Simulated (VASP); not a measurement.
## Cr: single point with BLYP

Crystal: Cr.

```
CELL_PARAMETERS angstrom
2.45138 0.00000 0.00000
-1.22569 2.12296 0.00000
0.00000 0.00000 8.70670
ATOMIC_POSITIONS crystal
Cr 0.00000 0.00000 0.00000
Cr 0.00000 0.00000 0.50000
Cr 0.33333 0.66667 0.25000
Cr 0.66667 0.33333 0.75000
```

This isn't the form of Cr at room conditions, which is bcc.

| Quantity | Value |
| --- | --- |
| Program | VASP 6.6.1 |
| Task | single point |
| Functional | BLYP |
| Potentials or basis | VASP PAW PBE potentials, release 64 (Cr_pv) |
| Cutoff | 520 eV |
| k mesh | 16 × 16 × 4 |
| Occupations | fermi-dirac, width 0.1 eV |
| Spin | no spin polarisation |

| Quantity | Value |
| --- | --- |
| Pressure | 21.2 GPa |
| Band gap on the k mesh | none (metal or under the smearing width) |

Stress tensor (GPa, compression positive):
```
22.01  0.00  0.00
 0.00 22.01  0.00
 0.00  0.00 19.50
```

Levels at points of the mesh, in eV from the Fermi level:
```tsv
k point	band 21	band 22	band 23	band 24	band 25	band 26	band 27	band 28
(0.00, 0.00, 0.00)	-0.51	-0.42	-0.42	-0.26	-0.26	-0.15	-0.15	0.16
(0.50, 0.00, 0.00)	-0.68	-0.33	-0.23	0.96	0.96	2.14	2.38	2.43
(0.00, 0.00, 0.50)	-0.44	-0.44	-0.44	-0.44	-0.24	-0.24	-0.24	-0.24
(0.50, 0.00, 0.50)	0.10	0.10	0.26	0.26	0.74	0.74	1.96	1.96
```

It took 110 s on 1 thread of Intel(R) Xeon(R) Platinum 8488C (Sapphire Rapids), with other jobs on the host, peak memory 0.22 GiB.

Caveat: so large a pressure means that the cell lies far from this level's equilibrium, or that cutoff or potentials fall short; the potentials were made for another functional, which shifts forces and pressure; the run has no spin polarisation, though such a crystal can be magnetic. Spin polarisation is off, so any magnetic state and its effect on volume and gap are missing.
